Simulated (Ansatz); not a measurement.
## 4 guesses for Ge and where they end

All numbers below come from Ansatz 0.2.0, DFT PBE, scalar-relativistic, plane waves, PAW. Settings: cutoff 420 eV, Γ-centred meshes spaced at most about 0.3 Å⁻¹, and about 0.25 Å⁻¹ or finer for metals (2π included), Gaussian smearing. No spin polarisation in the final relaxations.

Each guess was relaxed in cell and atoms at zero pressure, within the symmetry of its start. All energies are static (0 K, no zero-point motion). Coordination counts all near atoms (those within 1.25 times the shortest such distance or 1.15 times the sum of covalent radii).

| guess | made from | start group | V start (Å³/atom) | end group | V end (Å³/atom) | coordination at the end | gap on mesh (eV) | E over the lowest end (meV/atom) |
| --- | --- | --- | --- | --- | --- | --- | --- | --- |
| 1 | 4-connected net of one element | P6_422 | 18.4 | P6_422 | 21.7 | Ge 4 | 0 | 0 |
| 2 | 3-connected net of one element | Pnna | 20.6 | ? | ? | ? | ? | ? |
| 3 | 4-connected net of one element | P42_12 | 21.5 | P42_12 | 26.3 | Ge 4 | 0.05 | 156 |
| 4 | 4-connected net of one element | I4_132 | 40.1 | I4_132 | 47.6 | Ge 4 | 0 | 558 |

Guess 2 as it starts:

```
CELL_PARAMETERS angstrom
7.80706 0.00000 0.00000
0.00000 6.46219 0.00000
0.00000 0.00000 3.26764
ATOMIC_POSITIONS crystal
Ge 0.12006 0.91683 0.62533
Ge 0.37994 0.41683 0.87467
Ge 0.62006 0.91683 0.37467
Ge 0.87994 0.41683 0.12533
Ge 0.12006 0.58317 0.87467
Ge 0.37994 0.08317 0.62533
Ge 0.62006 0.58317 0.12533
Ge 0.87994 0.08317 0.37467
```

Q: Predict the end of this guess and its energy over the lowest end.

A: It ends in space group Cmcm (No. 63), with a = 2.932 Å, b = 7.600 Å, c = 8.354 Å, 23.3 Å³/atom and no gap. It lies 137 meV/atom over the lowest end, above guess 1 and below guess 3. Counting all near atoms, this end has Ge 6 and the lowest (guess 1) has Ge 4.

```
Ge
1.0
     1.46602   -3.79979    0.00000
     1.46602    3.79979    0.00000
     0.00000    0.00000    8.35355
Ge
4
Direct
  0.86092 0.13908 0.58667
  0.13908 0.86092 0.08667
  0.86092 0.13908 0.91333
  0.13908 0.86092 0.41333
```

The zero gap of P6_422 may come from the functional, which often closes small gaps. Cells relaxed within their symmetry can be saddle points. The part of the Crystallography Open Database at hand lists Ge in space groups No. 64, 96, 227; no cell shown has one of them. Some structure types and database cells were kept out of the candidates from the start, so a known form may be missing.
